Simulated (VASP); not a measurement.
# Y (P6_3/mmc) in VASP: further runs

One crystal, Y, is run at these levels: PBEsol; tasks: single point.

Program: VASP 6.6.1. These are calculated values, not measurements. Logs are shortened: lines on timing, memory, paths and dates and some standing lists are left out, and cuts for length are marked.

**1. The crystal as given**

Symmetry: P6_3/mmc, No. 194, hexagonal system. The conventional cell has a = 3.647 Å, b = 3.647 Å, c = 5.731 Å, α = 90.00°, β = 90.00°, γ = 120.00°. Y (site symmetry -6m2) has 12 Y at 3.56 to 3.65 Å as nearest neighbours.

**2. Single point, PBEsol**

The input, INCAR:

```
SYSTEM = Y
PREC     = Accurate       ! precision mode
ENCUT    = 700            ! plane-wave cutoff, eV
EDIFF    = 1E-6           ! SCF threshold, eV
ISMEAR   = -1             ! smearing method
SIGMA    = 0.15           ! smearing width, eV
LREAL    = .FALSE.        ! projectors in reciprocal space
LASPH    = .TRUE.         ! aspherical terms in the spheres
NELM     = 100            ! most SCF steps
ALGO     = Normal         ! electronic algorithm
ISIF     = 2              ! what is computed and relaxed
LWAVE    = .FALSE.        ! write WAVECAR
LCHARG   = .FALSE.        ! write CHGCAR
GGA      = PS             ! functional
NBANDS   = 18             ! bands
ADDGRID  = .FALSE.
```

The input, KPOINTS:

```
Automatic mesh
0
G
  18 18 10
  0 0 0
```

The input, POSCAR:

```
Y
1.0
    3.6474000000      0.0000000000      0.0000000000
   -1.8237000000      3.1587410578      0.0000000000
    0.0000000000      0.0000000000      5.7306000000
Y
2
Direct
    0.6666666667      0.3333333333      0.7500000000
    0.3333333333      0.6666666667      0.2500000000
```

Potentials or basis: VASP PAW PBE potentials, release 64 (Y_sv).

The run is started by

```sh
$ cat potpaw_PBE.64/Y_sv/POTCAR > POTCAR
$ mpirun -np 1 vasp_std > vasp.out
```

OUTCAR:

```text
SYSTEM = Y
   PREC = Accurate
   ENCUT = 700
   EDIFF = 1E-6
   ISMEAR = -1
   LREAL = .FALSE.
   LASPH = .TRUE.
   NELM = 100
   ISIF = 2
   GGA = PS

 Found    222 irreducible k-points:

 Following reciprocal coordinates:
            Coordinates               Weight
  0.000000  0.000000  0.000000      1.000000
  0.055556 -0.000000  0.000000      6.000000
  0.111111 -0.000000  0.000000      6.000000
  0.166667  0.000000  0.000000      6.000000
  0.222222 -0.000000  0.000000      6.000000
  0.277778  0.000000  0.000000      6.000000
   k-points           NKPTS =    222   k-points in BZ     NKDIM =    222   number of bands    NBANDS=     18
   number of dos      NEDOS =    301   number of ions     NIONS =      2
   total plane-waves  NPLWV =  51200
   dimension x,y,z NGX =    32 NGY =   32 NGZ =   50
   dimension x,y,z NGXF=    64 NGYF=   64 NGZF=  100
   ions per type =               2
   NGX,Y,Z   is equivalent  to a cutoff of  14.59, 14.59, 14.51 a.u.
   NGXF,Y,Z  is equivalent  to a cutoff of  29.17, 29.17, 29.01 a.u.
 SYSTEM =  Y
   PREC   = accura    normal or accurate (medium, high low for compatibility)
   ISTART =      0    job   : 0-new  1-cont  2-samecut
   ICHARG =      2    charge: 1-file 2-atom 10-const
   ISPIN  =      1    spin polarized calculation?
   LNONCOLLINEAR =      F non collinear calculations
   LSORBIT =      F    spin-orbit coupling
   LASPH  =      T    aspherical Exc in radial PAW
   ENCUT  =  700.0 eV  51.45 Ry    7.17 a.u.   7.87  7.87 12.36*2*pi/ulx,y,z
   NELM   =    100;   NELMIN=  2; NELMDL= -5     # of ELM steps
   EDIFF  = 0.1E-05   stopping-criterion for ELM
   LREAL  =      F    real-space projection
   EDIFFG = 0.1E-04   stopping-criterion for IOM
   NSW    =      0    number of steps for IOM
   IBRION =     -1    ionic relax: 0-MD 1-quasi-New 2-CG
   NFREE  =      0    steps in history (QN), initial steepest desc. (CG)
   ISIF   =      2    stress and relaxation
   ISYM   =      2    0-nonsym 1-usesym 2-fastsym
   POTIM  = 0.5000    time-step for ionic-motion
   TEBEG  =    0.0;   TEEND  =   0.0 temperature during run
   PSTRESS=    0.0 pullay stress
   NELECT =      22.0000    total number of electrons
   NUPDOWN=      -1.0000    fix difference up-down
   EMIN   =  10.00;   EMAX   =-10.00  energy-range for DOS
   EFERMI =   0.00;   METHOD = LEGACY
   ISMEAR =    -1;   SIGMA  =   0.15  broadening in eV -4-tet -1-fermi 0-gaus
   EFERMI_NEDOS =   21; number of points for ismear=-14 and -15
   IALGO  =     38    algorithm
   IMIX   =      4    mixing-type and parameters
     AMIX     =   0.40;   BMIX     =  1.00
     AMIX_MAG =   1.60;   BMIX_MAG =  1.00
  volume/ion in A,a.u.               =      33.01       222.77
  Fermi-wavevector in a.u.,A,eV,Ry     =   1.134967  2.144777 17.526345  1.288150
  Thomas-Fermi vector in A             =   2.271671
   LORBIT       =      0    0 simple, 1 ext, 2 COOP (PROOUT), +10 PAW based schemes
   GGA     = PS    functional components
   LHFCALC =     F    Hartree Fock is set to
   AEXX    =    0.0000 exact exchange contribution
   IVDW    =     0    specifies the selected vdW correction
   LEPSILON=     F    determine dielectric tensor
   LRPA    =     F    only Hartree local field effects (RPA)
 non-spin polarized calculation
  energy-cutoff  :      700.00
  volume of cell :       66.02
 maximum number of plane-waves:      2808
 NGX is ok and might be reduce to    32
   NGX = 15   NGY = 15   NGZ = 25

 number of electron      22.0000001 magnetization

 Free energy of the ion-electron system (eV)
  ---------------------------------------------------
  ext. energy  EPLUGINS =         0.00000000
  ---------------------------------------------------
  free energy    TOTEN  =       -13.74984704 eV

  energy without entropy =      -13.49660933  energy(sigma->0) =      -13.62322818

 E-fermi :   2.8622     XC(G=0):  -9.5131

 val. band max:        2.8564430375   @ k =   0.4444  -0.0000   0.3000
 cond. band min:       2.8688520008   @ k =   0.3889   0.2222   0.4000
 fundamental gap:      0.0124089633
 Fermi energy:         2.8622022241

 k-point     1 :       0.0000    0.0000    0.0000
  band No.  band energies     occupation
      1     -39.7429      2.00000
      2     -39.6707      2.00000
      3     -20.0400      2.00000
      4     -19.5618      2.00000
      5     -19.5618      2.00000
      6     -19.4734      2.00000
      7     -19.4734      2.00000
      8     -19.4481      2.00000
      9      -1.8332      2.00000
     10       0.9974      1.99999
     11       3.7354      0.00591
     12       4.6030      0.00002
     13       4.6030      0.00002
     14       4.8846      0.00000
     15       5.2009      0.00000
     16       5.2009      0.00000
     17       5.6337      0.00000
     18       5.6337      0.00000

 k-point     2 :       0.0556   -0.0000    0.0000
  band No.  band energies     occupation
      1     -39.7413      2.00000
      2     -39.6702      2.00000
      3     -20.0345      2.00000
      4     -19.5730      2.00000
      5     -19.5656      2.00000
      6     -19.4853      2.00000
      7     -19.4749      2.00000
      8     -19.4506      2.00000
      9      -1.7673      2.00000
     10       1.0603      1.99999
     11       3.6668      0.00932
     12       4.4062      0.00007
     13       4.6640      0.00001
     14       5.0315      0.00000
     15       5.1297      0.00000
     16       5.2585      0.00000
     17       5.5390      0.00000
     18       5.5688      0.00000

 k-point     3 :       0.1111   -0.0000    0.0000
  band No.  band energies     occupation
      1     -39.7369      2.00000
      2     -39.6686      2.00000
      3     -20.0184      2.00000
      4     -19.6053      2.00000
      5     -19.5765      2.00000
      6     -19.5191      2.00000
      7     -19.4792      2.00000
      8     -19.4582      2.00000
      9      -1.5733      2.00000
     10       1.2407      1.99996
     11       3.4788      0.03226
     12       4.0701      0.00064
     13       4.8456      0.00000
     14       4.9192      0.00000
     15       5.2724      0.00000
     16       5.3223      0.00000
     17       5.4011      0.00000
     18       5.4293      0.00000

 k-point     4 :       0.1667    0.0000    0.0000
  band No.  band energies     occupation
      1     -39.7299      2.00000
      2     -39.6663      2.00000
      3     -19.9926      2.00000
      4     -19.6550      2.00000
      5     -19.5927      2.00000
      6     -19.5698      2.00000
      7     -19.4862      2.00000
      8     -19.4710      2.00000
      9      -1.2628      2.00000
     10       1.5099      1.99976
     11       3.2146      0.17427
     12       3.7069      0.00714
     13       4.6627      0.00001
     14       5.0737      0.00000
     15       5.1435      0.00000
     16       5.1821      0.00000
     17       5.5370      0.00000
     18       5.7067      0.00000

 k-point     5 :       0.2222   -0.0000    0.0000
  band No.  band energies     occupation
      1     -39.7212      2.00000
      2     -39.6638      2.00000
      3     -19.9589      2.00000
      4     -19.7161      2.00000
      5     -19.6303      2.00000
      6     -19.6120      2.00000
      7     -19.4952      2.00000
      8     -19.4888      2.00000
      9      -0.8553      2.00000
     10       1.8050      1.99826
     11       2.9215      0.80501
     12       3.3748      0.06352
     13       4.4320      0.00006
     14       4.8364      0.00000
     15       4.9537      0.00000
     16       5.5499      0.00000
     17       5.8541      0.00000
     18       6.0787      0.00000

 k-point     6 :       0.2778    0.0000    0.0000
  band No.  band energies     occupation
      1     -39.7114      2.00000
      2     -39.6615      2.00000
      3     -19.9193      2.00000
      4     -19.7813      2.00000
      5     -19.6928      2.00000
      6     -19.6320      2.00000
      7     -19.5113      2.00000
      8     -19.5052      2.00000
      9      -0.3792      2.00000
     10       2.0110      1.99316
     11       2.6385      1.63246
     12       3.1298      0.28769
     13       4.3236      0.00012
     14       4.6289      0.00002
     15       4.7427      0.00001
     16       6.0522      0.00000
     17       6.2363      0.00000
     18       6.5252      0.00000

 [... further k-points ...]

------------------------ aborting loop because EDIFF is reached ----------------------------------------

  FORCE on cell =-STRESS in cart. coord.  units (eV):
  Direction    XX          YY          ZZ          XY          YZ          ZX
  --------------------------------------------------------------------------------------
  -------------------------------------------------------------------------------------
  Total       -0.7872975     -0.7872975     -0.8415103      0.0000000      0.0000000      0.0000000
  in kB      -19.1052160    -19.1052160    -20.4207880      0.0000000      0.0000000      0.0000000
  external PRESSURE =     -19.5437400 kB  Pullay stress =       0.0000000 kB

 VOLUME and BASIS-vectors are now :
 -----------------------------------------------------------------------------
  energy-cutoff  :      700.00
  volume of cell :       66.02
      direct lattice vectors                 reciprocal lattice vectors
     3.647400000  0.000000000  0.000000000     0.274167900  0.158290911  0.000000000
    -1.823700000  3.158741058  0.000000000     0.000000000  0.316581822  0.000000000
     0.000000000  0.000000000  5.730600000     0.000000000  0.000000000  0.174501797

 POSITION                                       TOTAL-FORCE (eV/Angst)
 -----------------------------------------------------------------------------------
      1.82370      1.05291      4.29795        -0.000000      0.000000      0.000000
     -0.00000      2.10583      1.43265         0.000000     -0.000000      0.000000
 -----------------------------------------------------------------------------------
    total drift:                               -0.000000      0.000000     -0.000000

  FREE ENERGIE OF THE ION-ELECTRON SYSTEM (eV)
  ---------------------------------------------------
  free  energy   TOTEN  =       -13.7498470400 eV

  energy  without entropy=      -13.4966093280  energy(sigma->0) =      -13.62322818
```

Wall time 3.3 min (1 thread of AMD EPYC 9R45 (Zen 5), shared host); peak memory 0.48 GiB.

The run converged, but some of its settings lie outside the range that counts as converged, so its numbers aren't taken as properties of the crystal.

Results:

```yaml
Free_energy: -13.7498 eV
Pressure: -2.0 GPa
Band_gap_on_the_k_mesh: none (metal or under the smearing width)
```

Caveat: the PAW data sets were made with another functional, which shifts forces and pressure a little.

**3. Single point, PBEsol**

The input, INCAR:

```
SYSTEM = Y
PREC = Accurate ; ENCUT = 900
EDIFF = 1E-8 ; ISMEAR = -1
SIGMA = 0.05 ; LREAL = .FALSE.
LASPH = .TRUE. ; NELM = 100
ALGO = Normal ; ISIF = 2
LWAVE = .FALSE. ; LCHARG = .FALSE.
GGA = PS ; ADDGRID = .FALSE.
```

The input, KPOINTS:

```
regular mesh
0
G
  14 14 8
  0 0 0
```

POSCAR is that of step 2.

Potentials or basis: VASP PAW PBE potentials, release 64 (Y_sv).

The run is started by

```sh
$ cat potpaw_PBE.64/Y_sv/POTCAR > POTCAR
$ mpirun -np 1 vasp_std > vasp.out
```

Wall time 4.6 min (1 thread of Intel Xeon Platinum 8488C (Sapphire Rapids), shared host); peak memory 0.46 GiB.

Results (log left out):

```yaml
Free_energy: -13.6293 eV
Pressure: -2.2 GPa
Band_gap_on_the_k_mesh: none (metal or under the smearing width)
```

Stress tensor (GPa, compression positive):
```
-1.95  0.00  0.00
 0.00 -1.95  0.00
 0.00  0.00 -2.66
```

Levels at points of the mesh, in eV from the Fermi level:
```
           k point  band 7  band 8  band 9  band 10  band 11  band 12  band 13  band 14  band 15
(0.00, 0.00, 0.00)  -22.34  -22.31   -4.69    -1.87     0.88     1.74     1.74     2.02     2.33
(0.50, 0.00, 0.00)  -22.46  -22.40   -1.68    -1.18    -0.81    -0.10     1.38     1.46     2.04
(0.00, 0.00, 0.50)  -22.39  -22.39   -3.26    -3.26     0.94     0.94     1.66     1.66     1.66
(0.50, 0.00, 0.50)  -22.46  -22.46   -1.65    -1.65     0.07     0.07     1.37     1.37     2.76
```

Caveat: the PAW data sets were made with another functional, which shifts forces and pressure a little.

**4. Single point, PBEsol**

The input, INCAR:

```
SYSTEM = Y
PREC = Accurate ; ENCUT = 300
EDIFF = 1E-6 ; ISMEAR = -1
SIGMA = 0.15 ; LREAL = .FALSE.
LASPH = .TRUE. ; NELM = 100
ALGO = Normal ; ISIF = 2
LWAVE = .FALSE. ; LCHARG = .FALSE.
GGA = PS ; ADDGRID = .FALSE.
```

The input, KPOINTS:

```
regular mesh
0
G
  2 2 1
  0 0 0
```

POSCAR is that of step 3.

The run is started by

```sh
$ cat potpaw_PBE.64/Y_sv/POTCAR > POTCAR
$ mpirun -np 1 vasp_std > vasp.out
```

Run time: 8.7 s. Hardware: 1 thread of Intel Xeon Platinum 8488C (Sapphire Rapids), shared host; peak memory 0.14 GiB.

These settings aren't checked as converged: the numbers below hold their error.

Results:

```yaml
Free_energy: -14.9394 eV
Pressure: -10.4 GPa
Band_gap_on_the_k_mesh: none (metal or under the smearing width)
```

Caveat: the k mesh is coarse (spacing up to 1.10 Å⁻¹), so the values aren't converged; the PAW data sets were made with another functional, which shifts forces and pressure a little.

**5. Single point, PBEsol**

INCAR: that of step 4 with these lines changed.

```diff
@@ -1,3 +1,3 @@
 SYSTEM = Y
-PREC = Accurate ; ENCUT = 300
+PREC = Accurate ; ENCUT = 350
 EDIFF = 1E-6 ; ISMEAR = -1
```

KPOINTS is that of step 4.

POSCAR is that of step 4.

The run is started by

```sh
$ cat potpaw_PBE.64/Y_sv/POTCAR > POTCAR
$ mpirun -np 1 vasp_std > vasp.out
```

Run time: 9.5 s. Hardware: 1 thread of Intel Xeon Platinum 8488C (Sapphire Rapids), shared host; peak memory 0.14 GiB.

The run converged, but some of its settings lie outside the range that counts as converged, so its numbers aren't taken as properties of the crystal.

What came out:

```yaml
Free_energy: -14.9440 eV
Pressure: -10.3 GPa
Band_gap_on_the_k_mesh: none (metal or under the smearing width)
```

Caveat: the k mesh is coarse (spacing up to 1.10 Å⁻¹), so the values aren't converged; the PAW data sets were made with another functional, which shifts forces and pressure a little.

**6. Single point, PBEsol**

INCAR: that of step 5 with these lines changed.

```diff
@@ -1,3 +1,3 @@
 SYSTEM = Y
-PREC = Accurate ; ENCUT = 350
+PREC = Accurate ; ENCUT = 400
 EDIFF = 1E-6 ; ISMEAR = -1
```

KPOINTS is that of step 5.

POSCAR is that of step 5.

Potentials or basis: VASP PAW PBE potentials, release 64 (Y_sv).

The run is started by

```sh
$ cat potpaw_PBE.64/Y_sv/POTCAR > POTCAR
$ mpirun -np 1 vasp_std > vasp.out
```

OUTCAR:

```text
SYSTEM = Y
   PREC = Accurate
   ENCUT = 400
   EDIFF = 1E-6
   ISMEAR = -1
   LREAL = .FALSE.
   LASPH = .TRUE.
   NELM = 100
   ISIF = 2
   GGA = PS

 Found      2 irreducible k-points:

 Following reciprocal coordinates:
            Coordinates               Weight
  0.000000  0.000000  0.000000      1.000000
  0.500000  0.000000  0.000000      3.000000
   k-points           NKPTS =      2   k-points in BZ     NKDIM =      2   number of bands    NBANDS=     15
[... 110 lines left out ...]

  FORCE on cell =-STRESS in cart. coord.  units (eV):
  Direction    XX          YY          ZZ          XY          YZ          ZX
  --------------------------------------------------------------------------------------
  -------------------------------------------------------------------------------------
  Total       -4.2462239     -4.2462239     -4.1960815      0.0000000      0.0000000      0.0000000
  in kB     -103.0423989   -103.0423989   -101.8256019      0.0000000      0.0000000      0.0000000
  external PRESSURE =    -102.6367999 kB  Pullay stress =       0.0000000 kB

 VOLUME and BASIS-vectors are now :
 -----------------------------------------------------------------------------
  energy-cutoff  :      400.00
  volume of cell :       66.02
      direct lattice vectors                 reciprocal lattice vectors
     3.647400000  0.000000000  0.000000000     0.274167900  0.158290911  0.000000000
    -1.823700000  3.158741058  0.000000000     0.000000000  0.316581822  0.000000000
     0.000000000  0.000000000  5.730600000     0.000000000  0.000000000  0.174501797

 POSITION                                       TOTAL-FORCE (eV/Angst)
 -----------------------------------------------------------------------------------
      1.82370      1.05291      4.29795        -0.000000     -0.000000      0.000000
     -0.00000      2.10583      1.43265         0.000000      0.000000      0.000000
 -----------------------------------------------------------------------------------
    total drift:                               -0.000000      0.000000     -0.000000

  FREE ENERGIE OF THE ION-ELECTRON SYSTEM (eV)
  ---------------------------------------------------
  free  energy   TOTEN  =       -14.9438142453 eV

  energy  without entropy=      -14.7765554232  energy(sigma->0) =      -14.86018483
```

OSZICAR:

```text
N       E                     dE             d eps       ncg     rms          rms(c)
DAV:   1     0.691531567378E+02    0.69153E+02   -0.10073E+04    60   0.113E+03
DAV:   2    -0.711074403887E+01   -0.76264E+02   -0.75232E+02    67   0.256E+02
DAV:   3    -0.152713948857E+02   -0.81607E+01   -0.81494E+01   120   0.439E+01
DAV:   4    -0.154227505233E+02   -0.15136E+00   -0.15135E+00    60   0.723E+00
DAV:   5    -0.154310668075E+02   -0.83163E-02   -0.83163E-02    81   0.116E+00    0.230E+01
DAV:   6    -0.150293129670E+02    0.40175E+00   -0.54223E-01    67   0.496E+00    0.140E+01
DAV:   7    -0.149544145414E+02    0.74898E-01   -0.83723E-01    90   0.566E+00    0.207E+00
DAV:   8    -0.149446176602E+02    0.97969E-02   -0.12446E-01    74   0.243E+00    0.543E-01
DAV:   9    -0.149438722371E+02    0.74542E-03   -0.46461E-03    60   0.500E-01    0.255E-01
DAV:  10    -0.149438244235E+02    0.47814E-04   -0.94693E-04    68   0.300E-01    0.603E-02
DAV:  11    -0.149438149991E+02    0.94245E-05   -0.93446E-05    96   0.695E-02    0.262E-02
DAV:  12    -0.149438141377E+02    0.86140E-06   -0.21451E-05    68   0.446E-02    0.272E-02
DAV:  13    -0.149438142453E+02   -0.10768E-06   -0.62605E-06    60   0.261E-02
   1 F= -.14943814E+02 E0= -.14860185E+02  d E =-.167259E+00
```

stdout:

```text
POSCAR found type information on POSCAR Y
 POSCAR found :  1 types and       2 ions
 scaLAPACK will be used
 -----------------------------------------------------------------------------
|                                                                             |
|                                                                             |
|     You enforced a specific xc type in the INCAR file but a different       |
|     I HOPE YOU KNOW WHAT YOU ARE DOING!                                     |
|                                                                             |
 -----------------------------------------------------------------------------

 LDA part: xc-table for (Slater+PW92), standard interpolation
 POSCAR, INCAR and KPOINTS ok, starting setup
 FFT: planning ... GRIDC
 FFT: planning ... GRID_SOFT
 FFT: planning ... GRID
 WAVECAR not read
 entering main loop
```

Wall time 12 s (1 thread of Intel Xeon Platinum 8488C (Sapphire Rapids), shared host); peak memory 0.15 GiB.

These settings aren't checked as converged: the numbers below hold their error.

What came out:

```
Free energy            : -14.9438 eV
Pressure               : -10.3 GPa
Band gap on the k mesh : none (metal or under the smearing width)
```

Caveat: the k mesh is coarse (spacing up to 1.10 Å⁻¹), so the values aren't converged; the PAW data sets were made with another functional, which shifts forces and pressure a little.

**7. The reference run**

An earlier run on the cell as given: functional PBE; potentials or basis VASP PAW PBE potentials, release 64 (Y_sv); cutoff 520 eV; k mesh 8 × 8 × 5; occupations fermi-dirac, width 0.05 eV; no spin polarisation.

- Pressure: -0.2 GPa
- Band gap on the k mesh: none (metal or under the smearing width)
